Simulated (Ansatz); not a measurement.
Data:

BaF$_{2}$:
```cif
data_Ba4F8
_chemical_formula_sum 'Ba4 F8'
_space_group_name_H-M_alt 'Fm-3m'
_space_group_IT_number 225
_space_group_name_Hall '-F 4 2 3'
_cell_length_a 6.04447
_cell_length_b 6.04447
_cell_length_c 6.04447
_cell_angle_alpha 90.000
_cell_angle_beta 90.000
_cell_angle_gamma 90.000
loop_
_atom_site_label
_atom_site_type_symbol
_atom_site_symmetry_multiplicity
_atom_site_Wyckoff_symbol
_atom_site_fract_x
_atom_site_fract_y
_atom_site_fract_z
_atom_site_occupancy
Ba1 Ba 4 a 0.00000 0.00000 0.00000 1
F1 F 8 c 0.25000 0.25000 0.25000 1
```
(The calculation used a cell of 3 atoms; values per cell refer to that cell.)

This is the LDA-relaxed structure.

Q: All from LDA in the plane-wave PAW code Ansatz, unless another level is named. Give the band gap.

A: 6.76 eV (indirect).

Q: What about the electron effective mass?

A: 0.47 mₑ (isotropic).

Q: Predict the smallest direct gap on the standard path.

A: 6.93 eV.

Q: Predict the conduction-band minimum.

A: at Γ.

Q: Give the valence-band maximum.

A: on the K–Γ line, 36 % of the way from K.

Q: Give the weight of the conduction-edge state by species (Voronoi cells).

A: F 81 %, Ba 19 %.

The LDA relaxation kept the symmetry of its start. Spin–orbit coupling is left out wherever it is not named.

Potentials: the later of the program's two PAW sets.
